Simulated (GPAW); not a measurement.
Crystal: InPd.

```
In Pd
1.0
     3.27188    0.00000    0.00000
     0.00000    3.27188    0.00000
     0.00000    0.00000    3.27188
In Pd
1 1
Direct
  0.00000 0.00000 0.00000
  0.50000 0.50000 0.50000
```

The cell comes from a database or a generator and needn't be the stable form of this composition.

Base run:

- Program: GPAW 26.7.0
- Functional: RPBE
- Potentials or basis: the program's PAW data sets (release 1.2.1) made for this functional
- Cutoff: 600 eV
- Basis: pw
- k mesh: 8 × 8 × 8
- Occupations: fermi-dirac, width 0.05 eV
- Spin: no spin polarisation

Its results: pressure 6.8 GPa.

Problem. After a change of settings the same cell gave: pressure -3.1 GPa. Which change was it?
A. functional from RPBE to revPBE; band points from 80 to 100
B. functional from RPBE to LDA; band points from 80 to 100
C. functional from RPBE to PBEsol; potentials or basis from the program's PAW data sets (release 1.2.1) made for this functional to PAW data sets generated in the run's folder for this functional

Solution. C.

Runs at the PBE level aren't shown here.
